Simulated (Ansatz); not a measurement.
# Sr: how the settings move a single-point run

How sensitive is a single-point run of Sr to its settings? A reference run comes first, then one run with altered input.

Method: reference: DFT, LDA, all-electron LAPW, scalar-relativistic, in Ansatz 0.2.0.

1 further run of the same task is left out (it didn't finish).

## Step 1: The structure to begin with

It takes space group Fm-3m (No. 225, cubic). Conventional cell: a = 6.085 Å, b = 6.085 Å, c = 6.085 Å, α = 90.00°, β = 90.00°, γ = 90.00°. Around Sr (site symmetry m-3m) lie 12 Sr at 4.30 Å.

As a file:

```
Sr
1.0
     0.00000    3.04235    3.04235
     3.04235    0.00000    3.04235
     3.04235    3.04235    0.00000
Sr
1
Direct
  0.00000 0.00000 0.00000
```

## Step 2: Baseline

input.yaml reads:

```yaml
crystal:
  lattice:
    - [0.0, 3.04235, 3.04235]
    - [3.04235, 0.0, 3.04235]
    - [3.04235, 3.04235, 0.0]
  atoms:
    - { symbol: Sr, position: [0.0, 0.0, 0.0] }
kpoints:
  mp_grid: { grid: [10, 10, 10] }
  band_path:
    path:
      - [0.0, 0.0, 0.0]
      - [0.5, 0.0, 0.5]
      - [0.625, 0.25, 0.625]
      - [0.375, 0.375, 0.75]
      - [0.0, 0.0, 0.0]
      - [0.5, 0.5, 0.5]
      - [0.5, 0.25, 0.75]
      - [0.5, 0.0, 0.5]
    npoints: 5
scf:
  occupations: { method: fermi_dirac, width: 0.08 }
hamiltonian:
  xc: lda
  pseudopotentials: { kind: all_electron, lapw: { basis_error: 0.0005 } }
output:
  forces: true
  stress: true
  eigenvalues: true
```

The run is started by

```console
$ ansatz run input.yaml --threads 1 --pin off --max-ram 2048MiB --backend cpu --events-out ev --progress --plain --runs-dir out
```

## Step 3: Changing settings: mp_grid.grid [5, 5, 5]

Edit input.yaml of step 2 so:

```diff
@@ -8,3 +8,3 @@
 kpoints:
-  mp_grid: { grid: [10, 10, 10] }
+  mp_grid: { grid: [5, 5, 5] }
   band_path:
```

What does the calculation give? Wanted: for each run, ending; energy change; pressure; gap; force.

As calculated:

| run | ending | energy change | pressure (GPa) | gap (eV) | force (eV/Å) | cycles | time |
| --- | --- | --- | --- | --- | --- | --- | --- |
| reference | converged | 0 | -1.6 | 0.00 | 0.00 | 7 | 2.4 s |
| 1: mp_grid.grid [5, 5, 5] | converged | -6.7 meV/atom | -1.6 | 0.40 | 0.00 | 5 | 1.2 s |

Residual by cycle in the longest SCF loop of each run; runs are numbered as in the table. The quantity is the density residual dr2, in eV.

| cycle | reference | run 1 |
| --- | --- | --- |
| 1 | 0.00931 | 0.00908 |
| 2 | 0.00589 | 0.00225 |
| 3 | 9.7e-4 | 1.3e-6 |
| 4 | 5.9e-5 | 5.1e-7 |
| 5 | 8.8e-6 | 7.9e-9 |
| 6 | 1.8e-6 | - |
| 7 | 7.7e-8 | - |

Changing the k-point mesh moves the energy by -6.7 meV/atom, and a gap of 0.40 eV opens on the mesh. Sampling errors of the energy have no fixed sign. A gap read on a mesh depends on which points the mesh holds, and a coarse mesh shifts the density too. Cost: 5 SCF cycles against 7, 1.2 s against 2.4 s.
